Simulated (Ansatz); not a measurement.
# CaSe: the cost of one run

Program: Ansatz 0.2.0. Level of theory: reference: DFT r2SCAN, plane waves, PAW, scalar-relativistic, no spin polarisation. These are calculated values, not measurements.

The COD entry's cell or inner coordinates are ideal or old and differ from later refinements, so a difference from it is no clean test against experiment.

## Step 1: The structure to begin with

Symmetry: Fm-3m, No. 225, cubic system. The conventional cell has a = 5.988 Å, b = 5.988 Å, c = 5.988 Å, α = 90.00°, β = 90.00°, γ = 90.00°. Ca (site symmetry m-3m) is surrounded by 6 Se at 2.99 Å. Se (site symmetry m-3m) is surrounded by 6 Ca at 2.99 Å.

Coordinates:

```
CELL_PARAMETERS angstrom
0.00000 2.99409 2.99409
2.99409 0.00000 2.99409
2.99409 2.99409 0.00000
ATOMIC_POSITIONS crystal
Ca 0.00000 0.00000 0.00000
Se 0.50000 0.50000 0.50000
```

## Step 2: The reference run

input.yaml reads:

```yaml
crystal:
  lattice:
    - [0.0, 2.994091, 2.994091]
    - [2.994091, 0.0, 2.994091]
    - [2.994091, 2.994091, 0.0]
  atoms:
    - { symbol: Ca, position: [0.0, 0.0, 0.0] }
    - { symbol: Se, position: [0.5, 0.5, 0.5] }
  symmetry: { tolerance: 0.0003 }
kpoints:
  mp_grid: { grid: [5, 5, 5], shift: [0, 0, 0] }
magnetization:
  spin_polarized: false
scf:
  occupations: { method: fermi_dirac, width: 0.0192 }
hamiltonian:
  pseudopotentials: { kind: paw }
  xc: r2scan
basis:
  ecutwfc: 500
output:
  forces: true
  stress: true
  eigenvalues: true
```

Run with:

```console
$ ansatz run input.yaml --threads 1 --pin off --max-ram 2560MiB --backend cpu --events-out ev --progress --plain --runs-dir out
```

Q: Estimate wall time and peak memory on 1 thread of an Arm CPU, shared host.

About 2.9 s, with a peak of 0.42 GiB.
